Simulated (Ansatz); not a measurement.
# One crystal, many levels of theory: Si3N4 (I-43d), part 2 of 2

Aim: the gap of Si3N4 (I-43d) at several levels of theory on one structure, with the time that each takes.

Ansatz 0.2.0; density functionals, hybrids and G0W0, plane waves, PAW. Known limits of the many-body steps: finite bands, screening cutoff and k mesh; no spin-orbit coupling in G0W0.

So far. Step 5 (HSE06 on the 4×4×4 mesh): Over mesh and listed points the gap is 5.475 eV, from k = (0.000, 0.333, 0.333) to k = (0.150, -0.150, 0.150). The least direct gap found is 5.660 eV, at k = (0.000, 0.000, 0.200). On the 4×4×4 mesh alone the same run gives 5.508 eV, so that mesh misses an edge of HSE06: 5.508 − 5.475 = +0.033 eV. HSE06 against PBE: 5.475 − 4.062 = +1.413 eV. The runs also differ in mesh (6×6×6 and 4×4×4), so how much of this comes from the functional alone is not known.

In doubt: masses and optical values from hybrid runs of this build are listed as unsure (steps 9, 10), which bears on the screening that GW takes from such a start.

## 7. DDH-PBE0 on the 4×4×4 mesh

The input asks for a share of exact exchange of one over the crystal's ε∞, which the program works out first.

This step: DFT, dielectric-dependent PBE0 (fraction 1/eps_inf of PBE), plane waves, PAW.

The input, input.yaml:

```yaml
crystal:
  lattice:
    - [-3.23735, 3.23735, 3.23735]
    - [3.23735, -3.23735, 3.23735]
    - [3.23735, 3.23735, -3.23735]
  atoms:
    - { symbol: Si, position: [0.25, 0.125, 0.875] }
    - { symbol: Si, position: [0.875, 0.25, 0.125] }
    - { symbol: Si, position: [0.75, 0.375, 0.625] }
    - { symbol: Si, position: [0.625, 0.75, 0.375] }
    - { symbol: Si, position: [0.125, 0.875, 0.25] }
    - { symbol: Si, position: [0.375, 0.625, 0.75] }
    - { symbol: "N", position: [0.5628, 0.5628, 0.5628] }
    - { symbol: "N", position: [0.4372, 0.5, 0.0] }
    - { symbol: "N", position: [0.5, 0.0, 0.9372] }
    - { symbol: "N", position: [0.0, 0.4372, 0.5] }
    - { symbol: "N", position: [0.9372, 0.5, 0.0] }
    - { symbol: "N", position: [0.0628, 0.0628, 0.0628] }
    - { symbol: "N", position: [0.0, 0.9372, 0.5] }
    - { symbol: "N", position: [0.5, 0.0, 0.4372] }
  host: atoms
kpoints:
  mp_grid: { grid: [4, 4, 4] }
  band_path:
    path:
      - [0.0, 0.0, 0.0]
      - [0.5, -0.5, 0.5]
      - [0.0, 0.0, 0.5]
      - [0.25, 0.25, 0.25]
      - [0.0, 0.3333333333, 0.3333333333]
      - [0.15, -0.15, 0.15]
      - [0.0, 0.0, 0.2]
    npoints: 1
hamiltonian:
  xc:
    exchange: pbe
    correlation: pbe
    exx: { coeff: inverse_dielectric }
scf:
  occupations: { method: fixed }
  n_extra_bands: 8
output:
  forces: true
  stress: true
  eigenvalues: true
  write_density: true
  write_potential: true
  elf: true
  volumetric_format: npy
```

The run is started by

```sh
> ansatz run input.yaml --threads 3 --pin off --max-ram 64512MiB --backend cuda --events-out ev --progress --plain --runs-dir out --devices 1 --max-vram 24GiB  # rebuilt from the run's record
```

Numbers of over 12 decimals in the logs are rounded to 6 here.

The log of the run:

```text
[...]
the fraction of exact exchange is that of a crystal of Si6N8
GPUs: using 1 of 1 available (devices: 1).
[...]
a weight of exact exchange comes from the crystal, and the text's number only plans the run
Solving k-mesh 4×4×4 for the fraction of exact exchange
[...]
--- Band table (eV; the first three rows and the last of 8) ---
  k-point 0: bands = [... 28 lower, 8.0423, 8.0423, 8.0423, 8.1166, 14.6881, 14.6881, 14.7734, 14.7734, ... 4 higher]
  k-point 1: bands = [... 28 lower, 7.2513, 7.6181, 8.1112, 8.1135, 14.2578, 14.4031, 15.2488, 15.6680, ... 4 higher]
  k-point 2: bands = [... 28 lower, 6.8691, 6.8691, 8.1850, 8.1850, 15.0488, 15.0488, 16.1314, 16.1314, ... 4 higher]
  k-point 7: bands = [... 28 lower, 6.1784, 6.1784, 6.9097, 6.9097, 15.5097, 15.5097, 15.5097, 15.5097, ... 4 higher]
[key lines of the parts left out:]
Free energy (F): -6904.514046 eV
Fermi energy:    8.184985 eV
P = ⅓ Tr σ = -4.2256 GPa (-42.256 kbar)
```

The job ended after 38 s (1 × NVIDIA H100 80GB HBM3 (shared by 3 runs) with 3 threads of AMD EPYC 7R13 (Zen 3), shared host; peak memory 2.2 GiB).

This step gave:

```yaml
gap: 5.908 eV
valence_top_at: k = (0.000, 0.333, 0.333)
conduction_bottom_at: k = (0.150, -0.150, 0.150)
least_direct_gap: 6.094 eV
exact_exchange_fraction: 0.2131
```

Over mesh and listed points the gap is 5.908 eV, from k = (0.000, 0.333, 0.333) to k = (0.150, -0.150, 0.150). The least direct gap found is 6.094 eV, at k = (0.000, 0.000, 0.200). On the 4×4×4 mesh alone the same run gives 5.946 eV, so that mesh misses an edge of DDH-PBE0: 5.946 − 5.908 = +0.038 eV. DDH-PBE0 against PBE0: 5.908 − 6.233 = −0.325 eV, with the same mesh, files and cutoff, and both edges at the same k points. The program's warnings for this run: stress exchange threshold loose; stress scf threshold loose.

## 8. G0W0@PBE, 4×4×4 mesh, 566 empty bands, screening to 150 eV

G0W0 replaces the xc potential by a self-energy built once from the orbitals of the start. Levels are corrected in the window of bands that the input names, at points of the mesh.

This step: G0W0 on PBE, plane waves, PAW.

input.yaml: that of step 7 with these lines changed.

```diff
@@ -20,30 +20,13 @@
     - { symbol: "N", position: [0.5, 0.0, 0.4372] }
-  host: atoms
 kpoints:
   mp_grid: { grid: [4, 4, 4] }
-  band_path:
-    path:
-      - [0.0, 0.0, 0.0]
-      - [0.5, -0.5, 0.5]
-      - [0.0, 0.0, 0.5]
-      - [0.25, 0.25, 0.25]
-      - [0.0, 0.3333333333, 0.3333333333]
-      - [0.15, -0.15, 0.15]
-      - [0.0, 0.0, 0.2]
-    npoints: 1
 hamiltonian:
-  xc:
-    exchange: pbe
-    correlation: pbe
-    exx: { coeff: inverse_dielectric }
+  xc: pbe
 scf:
   occupations: { method: fixed }
-  n_extra_bands: 8
-output:
-  forces: true
-  stress: true
-  eigenvalues: true
-  write_density: true
-  write_potential: true
-  elf: true
-  volumetric_format: npy
+gw:
+  n_empty_bands: 566
+  ecut_chi: 150.0
+  qp_bands: [v4, c4]
+  qp_kpoints: band_edges
+  screening: { model: contour_deformation }
```

The log of the run:

```text
GPUs: using 1 of 1 available (devices: 1).
[...]
GPU FFT provider: cuFFT
GPU libraries: cuBLAS 13.8.1, cuFFT 12.4.0, cuSOLVER 12.3.2
Crystal: 14 atoms, lattice volume = 135.715 Å³
Basis set: ecut = 420 eV, 2659 PW (Γ)
Bands: 46, of which v1, the nominal top of the filled ones, is band 32 counted from 1 (31 counted from 0)
Symmetry: 24 space group operations
[...]
k-points: 8 of 64 (time reversal used)
[...]
0    36     14.0036    -8.7910    -4.4319   -14.0050  0.8234    14.7898    14.7858  root
[...]
7    33     14.7482    -6.8128    -4.6263   -12.0995  0.8274    15.4116    15.4085  root
     7    34     14.7482    -6.8128    -4.6263   -12.0995  0.8274    15.4116    15.4085  root
     7    35     14.7482    -6.8128    -4.6263   -12.0995  0.8274    15.4116    15.4085  root
     7    36     14.7482    -6.8128    -4.6263   -12.0995  0.8274    15.4116    15.4085  root
[key lines of the parts left out:]
SCF converged after 6 iterations
Free energy (F): -6900.412682 eV
Fermi energy:    9.319223 eV
```

Run time: 23 s. Hardware: 1 × NVIDIA H100 80GB HBM3 (shared by 3 runs) with 3 threads; peak memory 2.3 GiB; 45 s of CPU time.

This step gave:

| Property | Result |
| --- | --- |
| bands summed | 598 |
| RPA ε∞ on this mesh (eigenvalues) | 4.435, 4.435, 4.435 |
| plane waves in the screening matrix | 555 |
| G0W0 gap over the corrected points | 5.573 eV |
| k of the valence top | 0, 0, -0.5 |
| k of the conduction bottom | 0.25, 0.25, -0.25 |
| starting gap on the mesh | 4.126 eV |
| Z at the valence top | 0.7869 |
| Z at the conduction bottom | 0.8349 |
| least direct G0W0 gap over the corrected points | 5.822 eV |

Over all 8 irreducible mesh points the G0W0 gap is 5.573 eV, from k = (0.000, 0.000, -0.500) to k = (0.250, 0.250, -0.250). The PBE gap of this run on the mesh is 4.126 eV. The two states that bound the G0W0 gap lie that far apart at the start, so the correction of the gap is 5.573 − 4.126 = +1.447 eV.

## 9. G0W0@HSE06, 4×4×4 mesh, 566 empty bands, screening to 150 eV

This step: G0W0 on HSE06, plane waves, PAW.

input.yaml: that of step 8 with these lines changed.

```diff
@@ -23,3 +23,3 @@
 hamiltonian:
-  xc: pbe
+  xc: hse06
 scf:
```

The log of the run:

```text
GPUs: using 1 of 1 available (devices: 1).
[...]
GPU FFT provider: cuFFT
GPU libraries: cuBLAS 13.8.1, cuFFT 12.4.0, cuSOLVER 12.3.2
Crystal: 14 atoms, lattice volume = 135.715 Å³
Basis set: ecut = 420 eV, 2659 PW (Γ)
Bands: 46, of which v1, the nominal top of the filled ones, is band 32 counted from 1 (31 counted from 0)
Symmetry: 24 space group operations
[...]
k-points: 8 of 64 (time reversal used)
[...]
0    35     14.5379    -8.4226    -4.2291   -13.1660  0.8459    15.0536    15.0523  root
     0    36     14.5379    -8.4226    -4.2291   -13.1660  0.8459    15.0536    15.0523  root
[...]
7    33     15.2720    -6.5546    -4.3846   -11.3483  0.8492    15.6820    15.6811  root
     7    34     15.2720    -6.5546    -4.3846   -11.3483  0.8492    15.6820    15.6811  root
     7    35     15.2720    -6.5546    -4.3846   -11.3483  0.8492    15.6820    15.6811  root
     7    36     15.2720    -6.5546    -4.3846   -11.3483  0.8492    15.6820    15.6811  root
[key lines of the parts left out:]
Free energy (F): -6903.641346 eV
Fermi energy:    8.379488 eV
```

Elapsed: 65 s, on 1 × NVIDIA H100 80GB HBM3 (shared by 3 runs) with 3 threads; peak memory 2.3 GiB; 91 s of CPU time.

This step gave:

```
bands summed                                    : 598
RPA ε∞ on this mesh (eigenvalues)               : 3.759, 3.759, 3.759
plane waves in the screening matrix             : 555
G0W0 gap over the corrected points              : 6.176 eV
k of the valence top                            : 0, 0, -0.5
k of the conduction bottom                      : 0.25, 0.25, -0.25
starting gap on the mesh                        : 5.508 eV
Z at the valence top                            : 0.8132
Z at the conduction bottom                      : 0.8554
least direct G0W0 gap over the corrected points : 6.426 eV
```

Over all 8 irreducible mesh points the G0W0 gap is 6.176 eV, from k = (0.000, 0.000, -0.500) to k = (0.250, 0.250, -0.250). The HSE06 gap of this run on the mesh is 5.508 eV. The two states that bound the G0W0 gap lie that far apart at the start, so the correction of the gap is 6.176 − 5.508 = +0.668 eV. G0W0@HSE06 against G0W0@PBE with 598 bands: 6.176 − 5.573 = +0.603 eV, with the same mesh, files and cutoffs, and both edges at the same k points.

## 10. G0W0@PBE0, 4×4×4 mesh, 566 empty bands, screening to 150 eV

This step: G0W0 on PBE0, plane waves, PAW.

input.yaml: that of step 9 with these lines changed.

```diff
@@ -23,3 +23,3 @@
 hamiltonian:
-  xc: hse06
+  xc: pbe0
 scf:
```

The log of the run:

```text
GPUs: using 1 of 1 available (devices: 1).
[...]
GPU FFT provider: cuFFT
GPU libraries: cuBLAS 13.8.1, cuFFT 12.4.0, cuSOLVER 12.3.2
Crystal: 14 atoms, lattice volume = 135.715 Å³
Basis set: ecut = 420 eV, 2659 PW (Γ)
Bands: 46, of which v1, the nominal top of the filled ones, is band 32 counted from 1 (31 counted from 0)
Symmetry: 24 space group operations
[...]
k-points: 8 of 64 (time reversal used)
[...]
0    35     14.9081    -8.4127    -4.1341   -12.7915  0.8530    15.1530    15.1527  root
     0    36     14.9081    -8.4127    -4.1341   -12.7915  0.8530    15.1530    15.1527  root
[...]
7    33     15.6422    -6.5454    -4.2827   -10.9706  0.8563    15.7849    15.7848  root
     7    34     15.6422    -6.5454    -4.2827   -10.9706  0.8563    15.7849    15.7848  root
     7    35     15.6422    -6.5454    -4.2827   -10.9706  0.8563    15.7849    15.7848  root
     7    36     15.6422    -6.5454    -4.2827   -10.9706  0.8563    15.7849    15.7848  root
[key lines of the parts left out:]
Free energy (F): -6905.262796 eV
Fermi energy:    7.984718 eV
```

The job ended after 66 s (1 × NVIDIA H100 80GB HBM3 (shared by 3 runs) with 3 threads; peak memory 2.2 GiB).

Numbers from this step:

| Property | Result |
| --- | --- |
| bands summed | 598 |
| RPA ε∞ on this mesh (eigenvalues) | 3.584, 3.584, 3.584 |
| plane waves in the screening matrix | 555 |
| G0W0 gap over the corrected points | 6.375 eV |
| k of the valence top | 0, 0, -0.5 |
| k of the conduction bottom | 0.25, 0.25, -0.25 |
| starting gap on the mesh | 6.266 eV |
| Z at the valence top | 0.8217 |
| Z at the conduction bottom | 0.8622 |
| least direct G0W0 gap over the corrected points | 6.626 eV |

Over all 8 irreducible mesh points the G0W0 gap is 6.375 eV, from k = (0.000, 0.000, -0.500) to k = (0.250, 0.250, -0.250). The PBE0 gap of this run on the mesh is 6.266 eV. The two states that bound the G0W0 gap lie that far apart at the start, so the correction of the gap is 6.375 − 6.266 = +0.109 eV. G0W0@PBE0 against G0W0@HSE06 with 598 bands: 6.375 − 6.176 = +0.199 eV, with the same mesh, files and cutoffs, and both edges at the same k points.

## 11. Gap and time by level

Each gap is the least one over the points named; times are wall times on shared hosts, not benchmarks. A G0W0 time includes the run's own self-consistent start. Runs with listed points see these and the mesh alone, so an edge that moves elsewhere is missed. Rows marked * are further runs, not shown as steps, whose inputs differ from the G0W0 step on the same start in the columns given; solver thresholds can differ too.

```
     level   mesh       files, cutoff  bands summed, screening                         points  gap (eV)             valence top       conduction bottom  least direct gap (eV)   time
       LDA  6×6×6  soft_2 PAW, 420 eV                        -         mesh and listed points     3.918   (0.000, 0.333, 0.333)  (0.150, -0.150, 0.150)                  4.095  3.3 s
       PBE  6×6×6  soft_2 PAW, 420 eV                        -                  mesh and path     4.062   (0.000, 0.333, 0.333)  (0.150, -0.150, 0.150)                  4.243  5.7 s
    r2SCAN  6×6×6  soft_2 PAW, 500 eV                        -         mesh and listed points     4.674   (0.000, 0.333, 0.333)  (0.150, -0.150, 0.150)                  4.857  5.1 s
     HSE06  4×4×4  soft_2 PAW, 420 eV                        -         mesh and listed points     5.475   (0.000, 0.333, 0.333)  (0.150, -0.150, 0.150)                  5.660   29 s
      PBE0  4×4×4  soft_2 PAW, 420 eV                        -         mesh and listed points     6.233   (0.000, 0.333, 0.333)  (0.150, -0.150, 0.150)                  6.420   33 s
  DDH-PBE0  4×4×4  soft_2 PAW, 420 eV                        -         mesh and listed points     5.908   (0.000, 0.333, 0.333)  (0.150, -0.150, 0.150)                  6.094   38 s
 G0W0@PBE*  4×4×4  soft_2 PAW, 420 eV               232, 75 eV  all 8 irreducible mesh points     5.323  (0.000, 0.000, -0.500)  (0.250, 0.250, -0.250)                  5.599  6.5 s
  G0W0@PBE  4×4×4  soft_2 PAW, 420 eV              598, 150 eV  all 8 irreducible mesh points     5.573  (0.000, 0.000, -0.500)  (0.250, 0.250, -0.250)                  5.822   23 s
G0W0@HSE06  4×4×4  soft_2 PAW, 420 eV              598, 150 eV  all 8 irreducible mesh points     6.176  (0.000, 0.000, -0.500)  (0.250, 0.250, -0.250)                  6.426   65 s
 G0W0@PBE0  4×4×4  soft_2 PAW, 420 eV              598, 150 eV  all 8 irreducible mesh points     6.375  (0.000, 0.000, -0.500)  (0.250, 0.250, -0.250)                  6.626   66 s
```

## 12. Results

```json
{
 "LDA, over mesh and listed points": "3.918 eV",
 "PBE, over mesh and path": "4.062 eV",
 "r2SCAN, over mesh and listed points": "4.674 eV",
 "HSE06, over mesh and listed points": "5.475 eV",
 "PBE0, over mesh and listed points": "6.233 eV",
 "DDH-PBE0, over mesh and listed points": "5.908 eV",
 "G0W0@PBE (598 bands, 4×4×4), over all 8 irreducible mesh points": "5.573 eV",
 "G0W0@HSE06, over all 8 irreducible mesh points": "6.176 eV",
 "G0W0@PBE0, over all 8 irreducible mesh points": "6.375 eV",
 "known limits": "finite bands, screening cutoff and k mesh; no spin-orbit coupling in G0W0"
}
```

What this shows: The rows run from 3.918 eV (LDA) to 6.375 eV (G0W0@PBE0). They differ in mesh, plane-wave cutoff, bands and screening cutoff of G0W0 and the points over which the gap was sought as well as in level, so only pairs that share these are like for like. PBE against LDA: 4.062 − 3.918 = +0.144 eV, with the same mesh, files and cutoff, and both edges at the same k points. PBE0 against HSE06: 6.233 − 5.475 = +0.758 eV, with the same mesh, files and cutoff, and both edges at the same k points. DDH-PBE0 against PBE0: 5.908 − 6.233 = −0.325 eV, with the same mesh, files and cutoff, and both edges at the same k points. G0W0@HSE06 against G0W0@PBE with 598 bands: 6.176 − 5.573 = +0.603 eV, with the same mesh, files and cutoffs, and both edges at the same k points. G0W0@PBE0 against G0W0@HSE06 with 598 bands: 6.375 − 6.176 = +0.199 eV, with the same mesh, files and cutoffs, and both edges at the same k points. The dielectric-dependent hybrid took 0.213 of exact exchange, against 0.25 in PBE0. G0W0@PBE (598 bands, 4×4×4) moves the gap of its own start on the mesh by 5.573 − 4.126 = +1.447 eV, between the same two levels. Over mesh and path, PBE puts the valence top at k = (0.000, 0.333, 0.333) and conduction bottom at k = (0.150, -0.150, 0.150), where no G0W0 correction was computed. The G0W0 gap over the whole zone is therefore not known from this run; at its settings it can only be equal to or under the 5.573 eV found, and no correction is carried over from another point. For the start itself the gap is 4.062 eV over mesh and path and 4.126 eV on the mesh of the G0W0 run, in runs that differ in mesh (6×6×6 and 4×4×4). G0W0@HSE06 moves the gap of its own start on the mesh by 6.176 − 5.508 = +0.668 eV, between the same two levels. Over mesh and listed points, HSE06 puts the valence top at k = (0.000, 0.333, 0.333) and conduction bottom at k = (0.150, -0.150, 0.150), where no G0W0 correction was computed. The G0W0 gap over the whole zone is therefore not known from this run; at its settings it can only be equal to or under the 6.176 eV found, and no correction is carried over from another point. For the start itself the gap is 5.475 eV over mesh and listed points and 5.508 eV on the mesh of the G0W0 run. G0W0@PBE0 moves the gap of its own start on the mesh by 6.375 − 6.266 = +0.109 eV, between the same two levels. Over mesh and listed points, PBE0 puts the valence top at k = (0.000, 0.333, 0.333) and conduction bottom at k = (0.150, -0.150, 0.150), where no G0W0 correction was computed. The G0W0 gap over the whole zone is therefore not known from this run; at its settings it can only be equal to or under the 6.375 eV found, and no correction is carried over from another point. For the start itself the gap is 6.233 eV over mesh and listed points and 6.266 eV on the mesh of the G0W0 run. For G0W0@PBE: from 232 bands and 75 eV to 598 bands and 150 eV the gap moves by 5.573 − 5.323 = +0.250 eV; bands and screening cutoff rise together, so their parts are not told apart. Two runs can't test a law of convergence, so the limit is not known. The other G0W0 rows are shown at one basis each (598 bands), so their distance from the limit is not known here. The G0W0 runs are scalar-relativistic. No pair of G0W0 runs that differ in the mesh alone is shown (4×4×4 is a supercell whose nearest images lie 22 Å apart), so the error from the mesh is not known here. G0W0 is shown with one set of atomic data (soft_2 PAW), so the error from the files is not known here.

[Paths, hosts, dates, memory and timing lines, banners, echoed tables and standing remarks are left out of the program output.]

[Logs are printed without paths, hosts, clocks, repeated set-up lines and the standing remarks that a program may print on its own settings, such as how far it seeks lower states.]

[Runs of the session that timed out or met a known fault of the program may be left out.]

[Cells called generated may have been cut or substituted from an entry of the Crystallography Open Database or the Materials Project.]

[Hosts, paths, dates, database ids (printed as entryN), source tags and the programs' standing remarks are cut or masked in the printed files.]

[Where an RPA ε∞ is given, it is that of the G0W0 mesh and is not shown converged in it. Names of k-points follow the symmetry that the program found, which can be lower than the space group named. Band edges on a path are those of the sampled points; other points can move an edge, and change direct to indirect where valleys lie close.]

[Hybrid gaps are those of their k-mesh and are not shown converged in it.]
